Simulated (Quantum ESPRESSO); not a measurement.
The system is HfO2.

```xyz
3
Lattice="0.0000 2.5575 2.5575 2.5575 0.0000 2.5575 2.5575 2.5575 0.0000" Properties=species:S:1:pos:R:3 pbc="T T T"
Hf    0.0000    0.0000    0.0000
O     3.8363    3.8363    3.8363
O     1.2788    1.2788    1.2788
```

Measurements of this composition are mostly on another form, of space group No. 14.

Base run:

| Quantity | Value |
| --- | --- |
| Program | Quantum ESPRESSO 7.5 |
| Functional | PBEsol |
| Potentials or basis | PseudoDojo 0.4.1 SR PBEsol standard |
| Cutoff | 1143 eV |
| Density cutoff | 4572 eV |
| k mesh | 6 × 6 × 6 |
| Occupations | fixed |
| Spin | no spin polarisation |

Its results: band gap on the k mesh, mean-field level 3.64 eV, direct.

Problem. The run is repeated on the same cell with these changes: functional from PBEsol to LDA; potentials or basis from PseudoDojo 0.4.1 SR PBEsol standard to PseudoDojo 0.4.1 SR LDA standard. What comes out?

Solution. Band gap on the k mesh, mean-field level 3.56 eV, direct.

Caveats: spin-orbit coupling is left out, which moves the levels of the heavy elements.

A k mesh can miss the band edges.
